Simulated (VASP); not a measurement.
VASP 6.6.1 run: AgCl

INCAR

```
LASPH = .TRUE.
ENCUT = 520
LREAL = .FALSE.
IBRION = -1
SIGMA = 0.02
ISIF = 2
PREC = Accurate
GGA = PE
LCHARG = .FALSE.
EDIFF = 0.0001
NBANDS = 16
NELM = 120
ISMEAR = -1
LWAVE = .FALSE.
NSW = 0
```

KPOINTS

```
KPOINTS created by Atomic Simulation Environment
0
Gamma
8 8 8
0 0 0
```

POSCAR

```
Ag Cl
 1.0000000000000000
     3.3995495613000002    0.0039615194000000    0.0039615194000000
     0.0039615194000000    3.3995495613000002    0.0039615194000000
     0.0039615194000000    0.0039615194000000    3.3995495613000002
 Ag  Cl
   1   1
Cartesian
  0.0000000000000000  0.0000000000000000  0.0000000000000000
  1.7037363000499994  1.7037363000499997  1.7037363000499999
```

The recommended PBE PAW datasets give the neutral cell 18 valence electrons.

Command

```
mpirun -np 1 vasp_std
```

**Question.** Predict the outcome of this run.

**Answer.** It converged. Results: gap between bands v and c on the k mesh 0.58 eV; least direct gap on the k mesh 2.17 eV; pressure 1.2 GPa. Band v is the last that the valence electrons fill when counted band by band, and c is the next.

OSZICAR

```
N       E                     dE             d eps       ncg     rms          rms(c)
DAV:   1     0.100408422104E+03    0.10041E+03   -0.87086E+03  2096   0.103E+03
DAV:   2    -0.194241679879E+01   -0.10235E+03   -0.94040E+02  2632   0.225E+02
DAV:   3    -0.539052058474E+01   -0.34481E+01   -0.34406E+01  2520   0.435E+01
DAV:   4    -0.541209216523E+01   -0.21572E-01   -0.21571E-01  2680   0.376E+00
DAV:   5    -0.541234847797E+01   -0.25631E-03   -0.25631E-03  2560   0.401E-01    0.586E+00
DAV:   6    -0.513032668353E+01    0.28202E+00   -0.35580E-01  2528   0.856E+00    0.392E+00
DAV:   7    -0.512134750632E+01    0.89792E-02   -0.13639E-01  2256   0.247E+00    0.214E+00
DAV:   8    -0.511809201952E+01    0.32555E-02   -0.71139E-03  2416   0.855E-01    0.402E-01
DAV:   9    -0.511782000809E+01    0.27201E-03   -0.68256E-04  2664   0.388E-01    0.533E-02
DAV:  10    -0.511784767389E+01   -0.27666E-04   -0.11032E-04  1280   0.112E-01
   1 F= -.51178477E+01 E0= -.51178477E+01  d E =-.298963E-08
```

For comparison, a separate PBE run of the intended cell, on usual settings and not on those above, gives a gap of 0.58 eV on its mesh and a pressure of 1.3 GPa.
